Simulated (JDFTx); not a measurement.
The system is Si.

```
CELL_PARAMETERS angstrom
3.83132 0.00000 0.00000
-1.91566 3.31802 0.00000
0.00000 0.00000 6.33262
ATOMIC_POSITIONS crystal
Si 0.66667 0.33333 0.93699
Si 0.33333 0.66667 0.43699
Si 0.66667 0.33333 0.56301
Si 0.33333 0.66667 0.06301
```

This isn't the form of Si at room conditions, which is diamond.

| Item | Value |
| --- | --- |
| Program | JDFTx 1.7.0 (patched build) |
| Task | single point |
| Functional | PBEsol |
| Potentials or basis | PseudoDojo-SR-PBEsol-0.4.1-standard with smoothed tails |
| Cutoff | 490 eV |
| Density cutoff | 3918 eV |
| k mesh | 8 × 8 × 4 |
| Occupations | fermi-dirac, width 0.05 eV |
| Spin | no spin polarisation |

On this cell: pressure -0.6 GPa; largest force 0.009 eV/Å; band gap on the k mesh 0.30 eV, indirect (least direct gap 0.94 eV).

The same run follows on a disturbed copy (atoms moved at random, drawn with an rms of 0.05 Å):

```xyz
4
Lattice="3.8313 0.0000 0.0000 -1.9157 3.3180 0.0000 0.0000 0.0000 6.3326" Properties=species:S:1:pos:R:3 pbc="T T T"
Si    1.8986    1.1073    5.9547
Si    0.0205    2.1855    2.7503
Si    1.9220    1.1461    3.5601
Si   -0.0362    2.1481    0.3725
```

Task: What changes?

Result: The energy moves by +16.9 meV/atom; pressure -0.4 GPa; largest force 0.970 eV/Å; band gap on the k mesh none (metal or under the smearing width).

Forces on the atoms (eV/Å):
```
Si  -0.278 -0.764 -0.529
Si  -0.229  0.712  0.004
Si   0.187 -0.751  0.128
Si   0.320  0.803  0.396
```

Stress tensor (GPa, compression positive):
```
 2.31  0.12  0.52
 0.12 -2.09  0.02
 0.52  0.02 -1.31
```

Caveats: the empty levels aren't tightly converged.
